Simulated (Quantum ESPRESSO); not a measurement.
Input of a Quantum ESPRESSO 7.5 run:

File pw.in:

```
&CONTROL
  calculation = 'vc-relax'
  prefix = 'pwscf'
  outdir = './tmp'
  pseudo_dir = './pseudo'
  tprnfor = .true.
  tstress = .true.
  disk_io = 'low'
  nstep = 40
  forc_conv_thr = 0.0004
  etot_conv_thr = 1d-05
/
&SYSTEM
  ibrav = 0
  nat = 2
  ntyp = 2
  ecutwfc = 63
  ecutrho = 506
  nbnd = 20
  input_dft = 'pbesol'
  occupations = 'smearing'
  smearing = 'fd'
  degauss = 0.00367493
/
&ELECTRONS
  conv_thr = 4d-10
  electron_maxstep = 120
  mixing_beta = 0.5
/
&IONS
  ion_dynamics = 'bfgs'
/
&CELL
  cell_dynamics = 'bfgs'
  press = 20
  press_conv_thr = 0.3
/
ATOMIC_SPECIES
Se    78.9710 Se_pbe_v1.uspp.F.UPF
Zn    65.3800 Zn_pbe_v1.uspp.F.UPF
CELL_PARAMETERS bohr
   0.0000000000    5.3551058920    5.3551058920
   5.3551058920    0.0000000000    5.3551058920
   5.3551058920    5.3551058920    0.0000000000
ATOMIC_POSITIONS bohr
Se     8.0326588379    8.0326588379    8.0326588379
Zn     0.0000000000    0.0000000000    0.0000000000
K_POINTS automatic
8 8 8 0 0 0
```

Potentials or basis: SSSP 1.3 efficiency PBE.

Command:

```console
$ OMP_NUM_THREADS=1 pw.x -in pw.in > pw.out
```

Task: Estimate the band gap on the k mesh.

Result: 1.32 eV, direct.

Task: Estimate the relaxed volume.

Result: 21.71 Å³/atom.

Task: Estimate the space group after relaxing (to 0.05 Å).

Result: F-43m (No. 216).

Task: Predict the relaxed cell.

Result: a = 3.945 Å, b = 3.945 Å, c = 3.945 Å, α = 60.00°, β = 60.00°, γ = 60.00°.

The path:
| step | energy change (eV) | largest force (eV/Å) | pressure (GPa) | volume (Å³) |
| --- | --- | --- | --- | --- |
| 1 | 0.0000 | 0.0000 | -1.12 | 45.51 |
| 2 | -0.0028 | 0.0000 | -0.14 | 44.79 |
| 3 | 0.0016 | 0.0000 | 1.50 | 43.73 |
| 4 | 0.0051 | 0.0000 | 2.02 | 43.41 |
| 5 | 0.0049 | 0.0000 | 2.00 | 43.43 |

Caveat: the potentials were made for another functional, which shifts forces and pressure. Expect the measured gap to be larger: semilocal functionals such as PBEsol lack the derivative discontinuity.
